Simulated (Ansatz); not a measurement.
The system is InSe.

```
CELL_PARAMETERS angstrom
5.82639 -2.05465 0.00000
5.82639 2.05465 0.00000
-1.72323 0.00000 4.77135
ATOMIC_POSITIONS crystal
In 0.88820 0.88820 0.04684
In 0.11180 0.11180 0.95316
Se 0.66093 0.66093 0.66896
Se 0.33907 0.33907 0.33104
```

The cell comes from a database or a generator and needn't be the stable form of this composition.

```yaml
Program: Ansatz 0.2.0
Task: relaxation of the atoms
Functional: PBE
Potentials_or_basis: Ansatz PAW
Cutoff: "420 eV (not typed: the program's choice for these potentials)"
k_mesh: 5 × 5 × 5
Occupations: fermi-dirac, width 0.05 eV
Spin: no spin polarisation
```

At the start: volume 28.56 Å³/atom.

Q: Where does the relaxation end?

A: Over 3 steps the energy falls by 2.0 meV/atom; space group C2/m (No. 12, to 0.05 Å).

Step by step:
```tsv
step	energy change (eV)	largest force (eV/Å)
1	0.0000	0.2359
2	-0.0081	0.0160
3	-0.0082	0.0015
```

Final structure:
```yaml
crystal:
  lattice:
    - [5.82639, -2.05465, 0.00000]
    - [5.82639, 2.05465, 0.00000]
    - [-1.72323, 0.00000, 4.77135]
  atoms:
    - { symbol: In, position: [0.88796, 0.88796, 0.04852] }
    - { symbol: In, position: [0.11204, 0.11204, 0.95148] }
    - { symbol: Se, position: [0.66086, 0.66086, 0.66136] }
    - { symbol: Se, position: [0.33914, 0.33914, 0.33864] }
```

Caveat: the thresholds are loose for stress.
